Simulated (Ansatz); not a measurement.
# MnO$_{2}$: do energies and stresses tell the same story?

Computed with DFT PBE, scalar-relativistic, plane waves, PAW (Ansatz 0.2.0).

Cutoff 420 eV; k points 8×8×12 on the computed 6-atom cell (Γ-centred); Gaussian smearing, width 0.10 eV; collinear spin from starting moments 2.63 2.63 0 0 0 0 μB.

Relaxed cell: P4_2/mnm, a = 4.450 Å, b = 4.450 Å, c = 2.877 Å, α = 90.00°, β = 90.00°, γ = 90.00°, 6 atoms in the primitive cell.

Energies at zero smearing and pressures from the stress tensor, at volumes with shape and atoms relaxed:
| V (Å³/atom) | E − E(first) (meV/atom) | P (GPa) |
| --- | --- | --- |
| 8.924 | 0.00 | 16.02 |
| 9.209 | -20.62 | 7.32 |
| 9.494 | -26.94 | 0.02 |
| 9.779 | -21.35 | -6.05 |
| 10.064 | -5.90 | -11.01 |

Task: Check P = −dE/dV between neighbouring volumes, and get the bulk modulus from the pressures alone.

Result: With 1 eV/Å³ = 160.2 GPa:
| middle V (Å³/atom) | −ΔE/ΔV (GPa) | mean P (GPa) |
| --- | --- | --- |
| 9.067 | 11.597 | 11.674 |
| 9.352 | 3.556 | 3.671 |
| 9.637 | -3.144 | -3.018 |
| 9.921 | -8.689 | -8.533 |

The two differ by 0.16 GPa at most. The mean of two end pressures misses the average over a step by about ΔV² P″/12, up to 0.12 GPa here; with that taken off 0.07 GPa remains. The stress is the derivative of the free energy, not of the energy at zero smearing, and with free energies 0.01 GPa remains. Around V = 9.494 Å³/atom, the two neighbours give B = −V ΔP/ΔV = 9.494 × 13.38 / 0.570 = 223.0 GPa, against B0 = 222.3 GPa from the Birch–Murnaghan fit of the energies.

The run saw a state lower than the one given here. Moments started parallel, and an antiferromagnetic order may lie lower.

Only this magnetic start was tried.